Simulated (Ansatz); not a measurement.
# Bi under changes of volume

One of the cells (31.117 Å³/atom); the others are scaled copies at fixed shape and fractional positions:

```xyz
1
Lattice="-1.9814 1.9814 1.9814 1.9814 -1.9814 1.9814 1.9814 1.9814 -1.9814" Properties=species:S:1:pos:R:3 pbc="T T T"
Bi    0.0000    0.0000    0.0000
```

This isn't the form of Bi at room conditions, which is rhombohedral.

| Property | Result |
| --- | --- |
| Program | Ansatz 0.2.0 |
| Functional | PBE |
| Potentials or basis | PseudoDojo stringent (PBE files) |
| Cutoff | 1197 eV |
| Density cutoff | 4789 eV |
| k mesh | 9 × 9 × 9 |
| Occupations | fermi-dirac, width 0.05 eV |
| Spin | no spin polarisation |

| volume (Å³/atom) | energy over the lowest point (meV/atom) | pressure (GPa) |
| --- | --- | --- |
| 29.250 | 33.69 | 4.9 |
| 29.872 | ? | ? |
| 30.495 | 6.75 | 2.1 |
| 31.117 | 1.11 | 0.9 |
| 31.739 | 0.00 | -0.2 |
| 32.362 | 2.89 | -1.2 |
| 32.984 | 9.27 | -2.0 |

Q: What does the run at 29.872 Å³/atom give?

A: Energy over the lowest point 17.46 meV/atom; pressure 3.4 GPa.

Worked out: A Birch-Murnaghan fit of order 3 (a polynomial in V^(-2/3)) to the other rows has its minimum at 31.59 Å³/atom with B0 = V·E''(V) = 54 GPa and B' = 4.9. It gives 17.39 meV/atom at 29.872 Å³/atom, against the run's 17.46, and -dE/dV = 3.4 GPa, against 3.4.

Energies are extrapolated to zero smearing.
